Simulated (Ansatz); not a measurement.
# Ge (hcp type): the cost of one run

Method: DFT PBE, scalar-relativistic, in Ansatz 0.2.0.

### 1 The starting structure

Symmetry: P6_3/mmc, No. 194, hexagonal system. Conventional cell: a = 2.520 Å, b = 2.520 Å, c = 4.083 Å, α = 90.00°, β = 90.00°, γ = 120.00°. Ge (site symmetry -6m2) has 12 Ge at 2.51 to 2.52 Å as nearest neighbours.

Structure file:

```xyz
2
Lattice="2.5202 0.0000 0.0000 -1.2601 2.1826 0.0000 0.0000 0.0000 4.0827" Properties=species:S:1:pos:R:3 pbc="T T T"
Ge    0.0000    1.4550    1.0207
Ge    1.2601    0.7275    3.0620
```

Atoms are numbered in the order of the input: Ge1, Ge2.

### 2 Cell and atoms relaxed first

input.yaml

```yaml
crystal:
  lattice:
    - [2.5202003676, 0.0, 0.0]
    - [-1.2601001838, 2.182557541, 0.0]
    - [0.0, 0.0, 4.0827245956]
  atoms:
    - { symbol: Ge, position: [0.3333333333, 0.6666666667, 0.25] }
    - { symbol: Ge, position: [0.6666666667, 0.3333333333, 0.75] }
kpoints:
  mp_grid: { grid: [15, 15, 8] }
scf:
  occupations: { method: fermi_dirac, width: 0.05 }
hamiltonian:
  xc: pbe
  pseudopotentials: { kind: paw }
output:
  forces: true
  stress: true
  write_density: true
  write_potential: true
  elf: true
  volumetric_format: npy
relax:
  f_tol: 0.005
  max_steps: 80
  cell: {}
```

Launch:

```sh
> ansatz run input.yaml --threads 1 --pin off --max-ram 2048MiB --backend cpu --events-out ev --progress --plain --runs-dir out
```

What time and memory should one allow on 1 thread of Arm Neoverse N1, shared host?

About 68 s, with a peak of 0.36 GiB.
